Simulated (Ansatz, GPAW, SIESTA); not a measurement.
**One calculation of P, 3 ways**

```
P
1.0
     3.28373    0.00000    0.00000
     0.00000   34.85703    0.00000
     0.00000    0.00000    4.63208
P
4
Direct
  0.50122 0.97114 0.91544
  0.49669 0.03059 0.08474
  0.00750 0.02879 0.41142
  0.98812 0.96994 0.59993
```

This isn't the form of P at room conditions, which is orthorhombic.

The cell holds a layer with vacuum beside it, so values per volume hang on the cell's height.

Atoms were shifted at random by some hundredths of an Å from the given cell, which wasn't relaxed again for these runs.

Alike in all runs: task single point; functional PBEsol; k mesh 8 × 1 × 6; occupations fermi-dirac, width 0.05 eV; no spin polarisation; no spin-orbit coupling.

```csv
program and potentials,plane-wave cutoff (eV),notes,band gap (eV),largest force (eV/Å),energy over the undisturbed cell (meV/atom)
"Ansatz, all-electron LAPW, scalar-relativistic",-,-,1.03,0.726,-
"SIESTA, files PseudoDojo sr-pbesol-0.4.1-standard, DZP (energy shift 0.003 Ry)",-,atomic basis,1.07,0.977,7.35
"GPAW, PAW data sets generated for this functional",600,-,?,?,?
```

Q: Estimate from the other rows what the run with GPAW, PAW data sets generated for this functional gave.

A: Band gap 1.02 eV; largest force 0.762 eV/Å; energy over the undisturbed cell 8.10 meV/atom. The other rows, which needn't bracket it: band gap 1.03 to 1.07; largest force 0.726 to 0.977; energy over the undisturbed cell 7.35.
